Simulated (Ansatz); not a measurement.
# CdF2 monolayer (1T): from the cell to its phonons

How does CdF2 monolayer (1T) vibrate, and is this structure a minimum?

Calculated with Ansatz 0.2.0; DFT PBE, scalar-relativistic, plane waves, PAW.

## 1. The starting structure

The cell holds 3 atoms: 1 Cd and 2 F. Cell: a = 3.350 Å, b = 3.350 Å, c = 20.000 Å, α = 90.0°, β = 90.0°, γ = 120.0°. Vacuum lies along c.

## 2. Rough relaxation

The start is far from rest, so a relaxation with loose tolerances brings it close first.

The program solves this slab on a cell height of its own, 27.6 Å, in place of the one typed.

Input file input.yaml:

```yaml
crystal:
  lattice:
    - [3.35, 0.0, 0.0]
    - [-1.675, 2.90119, 0.0]
    - [0.0, 0.0, 20.0]
  atoms:
    - { symbol: Cd, position: [0.0, 0.0, 0.5] }
    - { symbol: F, position: [0.333333, 0.666667, 0.5475] }
    - { symbol: F, position: [0.666667, 0.333333, 0.4525] }
  periodic: [true, true, false]
kpoints:
  mp_grid: { grid: [9, 9, 1] }
hamiltonian:
  xc: pbe
scf:
  occupations: { method: gaussian, width: 0.1 }
output:
  forces: true
  stress: true
  eigenvalues: true
relax:
  adjacent_minimum: "off"
  f_tol: 0.05
  max_steps: 80
  cell: { stress_2d_tol: 0.02 }
```

Run with:

```bash
> ansatz run input.yaml --threads 4 --pin off --max-ram 14336MiB --backend cpu --events-out ev --progress --plain --runs-dir out
```

Numbers of over 12 decimals in the logs are rounded to 6 here.

Log:

```text
[...]
F+E_penalty+E_count = -9871.95643347 eV   max|allowed force component| = 3.561e-4 eV/Å   (the final SCF, on the basis selected at the relaxed cell)
  cell:  # Å, volume = 301.7610 Å³
    - [3.553135, 0, 0]
    - [-1.776567, 3.077105, 0]
    - [0, 0, 27.6]
  atoms:
    - { symbol: Cd, position: [0, 0, 0.362319] }
    - { symbol: F, position: [0.333333, 0.666667, 0.398343] }
    - { symbol: F, position: [0.666667, 0.333333, 0.326295] }
[key lines of the parts left out:]
SCF converged after 7 iterations
Free energy (F): -9871.956433 eV
Fermi energy:    -6.855534 eV
P = ½ c Tr σ = 0.0025 N/m
```

It took 17 s on 4 threads of Arm Neoverse V1, shared host; peak memory 0.57 GiB.

Step by step:

```
step  energy less that of the first step (eV)  largest force component (eV/Å)  volume (Å³)
   1                                   0.0000                          1.3874       268.24
   2                                  -0.3212                          0.2580       284.79
   3                                  -0.3437                          0.0433       292.90
   4                                  -0.3435                          0.0015       296.14
   5                                  -0.3438                          0.0006       295.70
  6*                                  -0.3753                          0.0029       295.70
   7                                  -0.3765                          0.0023       300.23
   8                                  -0.3760                          0.0003       301.47
  9*                                  -0.3796                          0.0001       301.47
  10                                  -0.3794                          0.0003       301.76
 11*                                  -0.3796                          0.0004       301.76
```

Relaxation steps marked * repeat the geometry before them on a plane-wave basis chosen anew for their cell, so energy and pressure can jump there.

Forces are held to the 12 operations that the run works with; a distortion that breaks them can't arise in this run.

```
cell as run  before  after  change
      a (Å)   3.350  3.553  +6.1 %
      b (Å)   3.350  3.553  +6.1 %
```

The atoms that moved most (Å, along periodic axes as changes of fractional coordinates times the final cell, across vacuum about the mean position):

```
atom     dx     dy      dz  length
  F2  0.000  0.000   0.044   0.044
  F3  0.000  0.000  -0.044   0.044
```

Final coordinates:

```
Cd F
1.0
     3.55313    0.00000    0.00000
    -1.77657    3.07710    0.00000
     0.00000    0.00000   27.60000
Cd F
1 2
Direct
  0.00000 0.00000 0.36232
  0.33333 0.66667 0.39834
  0.66667 0.33333 0.32630
```

This step gave:

| Quantity | Value |
| --- | --- |
| gap on the k-mesh | 3.871 eV |
| direct gap on mesh | 3.871 eV |
| area per atom | 3.644 Å² |

The relaxation ends with a largest force component of 3.6e-4 eV/Å.

## 3. Relaxation

The cell and atoms are relaxed, since residual forces and stress would shift the frequencies.

Input file input.yaml:

```yaml
crystal:
  lattice:
    - [3.5531346763, 0.0, 0.0]
    - [-1.7765673382, 3.0771048928, 0.0]
    - [0.0, 0.0, 27.6]
  atoms:
    - { symbol: Cd, position: [0.0, 0.0, 0.3623188406] }
    - { symbol: F, position: [0.3333333333, 0.6666666667, 0.3983426337] }
    - { symbol: F, position: [0.6666666667, 0.3333333333, 0.3262950474] }
  periodic: [true, true, false]
kpoints:
  mp_grid: { grid: [9, 9, 1] }
hamiltonian:
  xc: pbe
scf:
  occupations: { method: gaussian, width: 0.02 }
output:
  forces: true
  stress: true
  eigenvalues: true
  write_density: true
  write_potential: true
  elf: true
  volumetric_format: npy
relax:
  adjacent_minimum: "off"
  f_tol: 0.005
  max_steps: 80
  cell: { stress_2d_tol: 0.02 }
```

Log:

```text
[...]
Crystal: 3 atoms, lattice volume = 301.761 Å³
Basis set: ecut = 420 eV, 5811 PW (Γ), exchange–correlation on 48×48×384 points (8 copies of the dense FFT grid, shifted against one another)
Bands: 21, of which v1, the nominal top of the filled ones, is band 17 counted from 1 (16 counted from 0)
Symmetry: 12 space group operations
[...]
k-points: 12 of 81
[...]
SCF iter   1: F=—  HF=-9871.956318 eV  |F-HF|=—  |Δ(HF+E_count)|=         —  Δρ=4.97e-4  dr2=3.79e-3  ethr=1.77e-3  ⟨swp⟩=10.0  Hψ=1661  notcnv=0
[...]
SCF iter   8: F=-9871.956433 eV  HF=-9871.956433 eV  |F-HF|=3.40e-10  |Δ(HF+E_count)|=  3.27e-10  Δρ=5.12e-7  dr2=5.49e-10  ethr=2.00e-11  ⟨swp⟩=8.2  Hψ=1760  notcnv=0
SCF 1 converged in 8 iterations: F = -9871.956433 eV  dr2 = 5.49e-10
[...]
relax step   1: F+E_penalty+E_count = -9871.95643347 eV  Δ(F+E_penalty+E_count) = +0.000e0 eV  max|allowed force component| = 3.541e-4 eV/Å  Δτ_max = 0.0000 Å  P = +0.002 N/m  Ω = 301.761 Å³  fix = [c, alpha, beta]  reactions: c +0.000 N/m  (8 SCF iters, dr2 threshold 1.00e-7 eV, accepted)
[...]
SCF iter   5: F=-9871.956433 eV  HF=-9871.956433 eV  |F-HF|=4.37e-11  |Δ(HF+E_count)|=  1.27e-11  Δρ=1.29e-8  dr2=3.18e-13  ethr=1.00e-12  ⟨swp⟩=9.7  Hψ=1689  notcnv=0
SCF 2 converged in 5 iterations: F = -9871.956433 eV  dr2 = 3.18e-13
relax step   2: F+E_penalty+E_count = -9871.95643347 eV  Δ(F+E_penalty+E_count) = -3.747e-10 eV  max|allowed force component| = 3.560e-4 eV/Å  Δτ_max = 0.0000 Å  P = +0.002 N/m  Ω = 301.761 Å³  fix = [c, alpha, beta]  reactions: c +0.000 N/m  stress off target by 2.46e-3 N/m on what of the cell is left free  SCF on the basis re-selected at this cell (its energy is not comparable with the rows above)  (5 SCF iters)
[...]
WARN: The output density's exchange-correlation potential varies sharply where the density is thin. Do not read a vacuum level from v_tot or v_xc, or from such a field of the output density. On a cell that repeats whose density bears no net charge and no dipole along the vacuum's axis use v_es (v_loc + v_h of the components); under efield.dipole_correction with no amplitude use v_es + v_field, which holds any externa [...]
SCF converged after 5 iterations
Free energy (F): -9871.956433 eV
[...]
Internal energy: -9871.956433 eV  (E = F + TS)
E sigma→0 (E₀):  -9871.956433 eV
Fermi energy:    -6.856397 eV
[...]
--- Forces (eV/Å), atoms counted from 1 ---
  atom   1  Cd     0.00000000     0.00000000     0.00000000
  atom   2  F      0.00000000     0.00000000     0.00035597
  atom   3  F     -0.00000000    -0.00000000    -0.00035597
  max |Σ_I F_I| component: 5.78e-18 eV/Å
--- 2D stress c σ (N/m, compression-positive) ---
        0.002460      -0.000000       0.000000
       -0.000000       0.002460       0.000000
        0.000000       0.000000       0.000000
  P = ½ c Tr σ = 0.0025 N/m
--- Band table (eV; the first three rows and the last of 12) ---
  k-point 0: bands = [... 13 lower, -9.9415, -9.5932, -8.7919, -8.7919, -4.9210, -1.5250 (-1.5250°), -0.0939, 0.2048]
  k-point 1: bands = [... 13 lower, -9.9126, -9.5429, -8.9512, -8.8175, -4.5820, -1.2893 (-1.2893°), 0.0891, 0.4081]
  k-point 2: bands = [... 13 lower, -10.0783, -9.4664, -9.2443, -8.8478, -3.7123, -0.6554 (-0.6554°), 0.6279, 1.0084]
  k-point 11: bands = [... 13 lower, -10.5234, -10.2454, -9.0479, -9.0479, -0.9957, 2.0903, 2.3044, 2.3044]
  ° read free of the cell's end (the report's vacuum.weakly_bound_levels)
--- Relaxed structure (1 steps of the walk, 1 accepted, 1 SCFs on fresh bases) ---
[...]
cell:  # Å, volume = 301.7610 Å³
    - [3.553135, 2.8867412427611485e-11, 0.0]
    - [-1.776567, 3.077105, 0.0]
    - [0.0, 0.0, 27.6]
  atoms:
    - { symbol: Cd, position: [0.0, 0.0, 0.362319] }
    - { symbol: F, position: [0.333333, 0.666667, 0.398343] }
    - { symbol: F, position: [0.666667, 0.333333, 0.326295] }
```

Wall time 3.6 s (4 threads); peak memory 0.57 GiB.

Little changed from the start: no atom moved by 0.005 Å and no cell edge by 0.1 %.

ELF in the ac plane at fractional y = 0.000, with atoms of Cd within 0.2 Å of it. It is the smooth field of the valence electrons, not physical close to the nuclei.

Values, 24 rows by 14 columns, each cell a mean:
```
0.00 0.00 0.00 0.00 0.00 0.00 0.00 0.00 0.00 0.00 0.00 0.00 0.00 0.00
0.00 0.00 0.00 0.00 0.00 0.00 0.00 0.00 0.00 0.00 0.00 0.00 0.00 0.00
0.00 0.00 0.00 0.00 0.00 0.00 0.00 0.00 0.00 0.00 0.00 0.00 0.00 0.00
0.00 0.00 0.00 0.00 0.00 0.00 0.00 0.00 0.00 0.00 0.00 0.00 0.00 0.00
0.00 0.00 0.00 0.00 0.00 0.00 0.00 0.00 0.00 0.00 0.00 0.00 0.00 0.00
0.00 0.00 0.00 0.00 0.00 0.00 0.00 0.00 0.00 0.00 0.00 0.00 0.00 0.00
0.00 0.00 0.00 0.00 0.00 0.00 0.00 0.00 0.00 0.00 0.00 0.00 0.00 0.00
0.00 0.00 0.00 0.00 0.00 0.00 0.00 0.00 0.00 0.00 0.00 0.00 0.00 0.00
0.00 0.00 0.00 0.00 0.00 0.00 0.00 0.00 0.00 0.00 0.00 0.00 0.00 0.00
0.00 0.00 0.00 0.00 0.00 0.00 0.00 0.00 0.00 0.00 0.00 0.00 0.00 0.00
0.00 0.00 0.00 0.00 0.00 0.00 0.00 0.00 0.00 0.00 0.00 0.00 0.00 0.00
0.00 0.00 0.00 0.00 0.00 0.00 0.00 0.00 0.00 0.00 0.00 0.00 0.00 0.00
0.00 0.00 0.00 0.00 0.00 0.00 0.01 0.01 0.01 0.00 0.00 0.00 0.00 0.00
0.02 0.02 0.02 0.02 0.05 0.11 0.17 0.19 0.16 0.10 0.04 0.02 0.02 0.02
0.39 0.35 0.27 0.16 0.10 0.16 0.27 0.32 0.25 0.14 0.10 0.18 0.28 0.36
0.69 0.60 0.46 0.29 0.13 0.09 0.13 0.15 0.12 0.09 0.16 0.33 0.49 0.63
0.10 0.08 0.06 0.05 0.09 0.19 0.30 0.34 0.29 0.17 0.07 0.05 0.06 0.09
0.00 0.00 0.00 0.01 0.01 0.03 0.04 0.04 0.04 0.02 0.01 0.00 0.00 0.00
0.00 0.00 0.00 0.00 0.00 0.00 0.00 0.00 0.00 0.00 0.00 0.00 0.00 0.00
0.00 0.00 0.00 0.00 0.00 0.00 0.00 0.00 0.00 0.00 0.00 0.00 0.00 0.00
0.00 0.00 0.00 0.00 0.00 0.00 0.00 0.00 0.00 0.00 0.00 0.00 0.00 0.00
0.00 0.00 0.00 0.00 0.00 0.00 0.00 0.00 0.00 0.00 0.00 0.00 0.00 0.00
0.00 0.00 0.00 0.00 0.00 0.00 0.00 0.00 0.00 0.00 0.00 0.00 0.00 0.00
0.00 0.00 0.00 0.00 0.00 0.00 0.00 0.00 0.00 0.00 0.00 0.00 0.00 0.00
```
Columns run along a (3.6 Å), rows up along c (27.6 Å). Atoms in or near the plane, at fractional coordinates: Cd at (0.00, 0.36).

Valence density in the ac plane at fractional y = 0.000, with atoms of Cd within 0.2 Å of it. It is the smooth field of the valence electrons, not physical close to the nuclei.

Ten steps, logarithmic in the rise over the least value, from '_' (0 e/Å³) to '@' (15 e/Å³), each cell a mean:
```
____________________________
____________________________
____________________________
____________________________
____________________________
____________________________
____________________________
____________________________
____________________________
____________________________
____________________________
____________________________
____________________________
____________________________
##**++--............::--++##
@@@@##++::..........--++%%@@
....________......______....
____________________________
____________________________
____________________________
____________________________
____________________________
____________________________
____________________________
```
Columns run along a (3.6 Å), rows up along c (27.6 Å). Atoms in or near the plane, at fractional coordinates: Cd at (0.00, 0.36).

Electrostatic potential energy in the ac plane at fractional y = 0.000, with atoms of Cd within 0.2 Å of it. With pseudopotentials it is smooth inside the atoms' cores, unlike the true potential.

Values in eV, 24 rows by 14 columns, each cell a mean:
```
  0   0   0   0   0   0   0   0   0   0   0   0   0   0
  0   0   0   0   0   0   0   0   0   0   0   0   0   0
  0   0   0   0   0   0   0   0   0   0   0   0   0   0
  0   0   0   0   0   0   0   0   0   0   0   0   0   0
  0   0   0   0   0   0   0   0   0   0   0   0   0   0
  0   0   0   0   0   0   0   0   0   0   0   0   0   0
  0   0   0   0   0   0   0   0   0   0   0   0   0   0
  0   0   0   0   0   0   0   0   0   0   0   0   0   0
  0   0   0   0   0   0   0   0   0   0   0   0   0   0
  0   0   0   0   0   0   0   0   0   0   0   0   0   0
  0   0   0   0   0   0   0   0   0   0   0   0   0   0
  0   0   0   0   0   0   0   0   0   0   0   0   0   0
  0   0   0   0   0   0   0   0   0   0   0   0   0   0
 -2  -2  -1  -1  -1   0   0   0   0   0  -1  -1  -2  -2
-14 -14 -13 -10  -6  -4  -3  -2  -3  -4  -7 -11 -13 -14
-17 -17 -17 -15 -11  -5  -3  -3  -4  -6 -12 -16 -17 -17
 -6  -6  -4  -3  -2  -1  -1  -1  -1  -1  -2  -3  -5  -6
  0   0   0   0   0   0   0   0   0   0   0   0   0   0
  0   0   0   0   0   0   0   0   0   0   0   0   0   0
  0   0   0   0   0   0   0   0   0   0   0   0   0   0
  0   0   0   0   0   0   0   0   0   0   0   0   0   0
  0   0   0   0   0   0   0   0   0   0   0   0   0   0
  0   0   0   0   0   0   0   0   0   0   0   0   0   0
  0   0   0   0   0   0   0   0   0   0   0   0   0   0
```
Columns run along a (3.6 Å; values clipped at the 3rd and 97th percentile), rows up along c (27.6 Å). Atoms in or near the plane, at fractional coordinates: Cd at (0.00, 0.36).

## 4. Relaxing to small forces for the phonons

Phonons need a cell at rest on their own settings, so the relaxation is repeated with tight tolerances on forces and stress on the k mesh and occupations of the first response run.

input.yaml, the sections that differ from step 3:

```yaml
kpoints:
  mp_grid: { grid: [12, 12, 1] }
scf:
  occupations: { method: fixed }
output:
  forces: true
  stress: true
  eigenvalues: true
relax:
  adjacent_minimum: "off"
  f_tol: 0.001
  max_steps: 60
  cell: { stress_2d_tol: 0.002 }
# crystal, hamiltonian: as in step 3
```

Log:

```text
[...]
Crystal: 3 atoms, lattice volume = 301.761 Å³
Basis set: ecut = 420 eV, 5811 PW (Γ), exchange–correlation on 48×48×384 points (8 copies of the dense FFT grid, shifted against one another)
Bands: 21, of which v1, the nominal top of the filled ones, is band 17 counted from 1 (16 counted from 0)
Symmetry: 12 space group operations
[...]
k-points: 19 of 144
[...]
° read free of the cell's end (the report's vacuum.weakly_bound_levels)
--- Relaxed structure (2 steps of the walk, 2 accepted, 1 SCFs on fresh bases) ---
[...]
cell:  # Å, volume = 301.7652 Å³
    - [3.553160, 2.886761637108249e-11, 0]
    - [-1.776580, 3.077127, 0]
    - [0, 0, 27.6]
  atoms:
    - { symbol: Cd, position: [0, 0, 0.362319] }
    - { symbol: F, position: [0.333333, 0.666667, 0.398344] }
    - { symbol: F, position: [0.666667, 0.333333, 0.326293] }
[key lines of the parts left out:]
SCF converged after 8 iterations
Free energy (F): -9871.956282 eV
Fermi energy:    -8.792105 eV
P = ½ c Tr σ = 0.0005 N/m
```

Run time: 6.8 s. Hardware: 4 threads; peak memory 0.6 GiB; 26 s of CPU time.

Little changed from the start: no atom moved by 0.005 Å and no cell edge by 0.1 %.

Numbers from this step:

* area per atom: 3.645 Å²

The largest force component left is 0.014 meV/Å, within the tolerances set.

(Continued in part 2 of 3.)

[Logs are printed without paths, hosts, clocks, repeated set-up lines and the standing remarks that a program may print on its own settings, such as how far it seeks lower states.]

[Hosts, paths, dates, database ids (printed as entryN), source tags and the programs' standing remarks are cut or masked in the printed files.]
